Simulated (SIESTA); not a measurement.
The system is HfO2.

```
CELL_PARAMETERS angstrom
5.21946 0.00000 0.00000
0.00000 5.00476 0.00000
0.00000 0.00000 5.03269
ATOMIC_POSITIONS crystal
Hf 0.96699 0.73252 0.74144
Hf 0.53301 0.73252 0.24144
Hf 0.46699 0.26748 0.74144
Hf 0.03301 0.26748 0.24144
O 0.63213 0.92865 0.87927
O 0.86787 0.92865 0.37927
O 0.23395 0.53988 0.49229
O 0.26605 0.53988 0.99229
O 0.76605 0.46012 0.99229
O 0.73395 0.46012 0.49229
O 0.13213 0.07135 0.87927
O 0.36787 0.07135 0.37927
```

Measurements of this composition are mostly on another form, of space group No. 14.

Base run:

```yaml
Program: SIESTA 5.4.2
Functional: revPBE
Potentials_or_basis: PseudoDojo 0.4 standard (PBE files)
Basis: DZP (energy shift 0.003 Ry; two zetas on semicore shells)
Grid_cutoff: 800 Ry
Energy_shift: 0.003 Ry
k_mesh: 4 × 4 × 4
Occupations: fermi-dirac, width 0.05 eV
Spin: no spin polarisation
```

Its results: band gap on the k mesh 4.38 eV, indirect (least direct gap 4.54 eV); pressure 15.5 GPa; largest force 0.192 eV/Å.

Q: After a change of settings the same cell gave: band gap on the k mesh 4.40 eV, indirect (least direct gap 4.56 eV); pressure 16.7 GPa; largest force 0.202 eV/Å. Which change was it?
A. functional from revPBE to RPBE
B. functional from revPBE to BLYP
C. functional from revPBE to AM05; potentials or basis from PseudoDojo 0.4 standard (PBE files) to PseudoDojo 0.4 standard (PBEsol files)
D. functional from revPBE to LDA; potentials or basis from PseudoDojo 0.4 standard (PBE files) to PseudoDojo 0.4 standard (LDA files)

A: A.

Caveats: short orbitals over semicore shells can move pressures by several GPa; the potentials were made for another functional, which shifts forces and pressure; spin-orbit coupling is left out, which moves the levels of the heavy elements; the basis of atomic orbitals isn't converged, which shifts pressures, moduli and gaps.
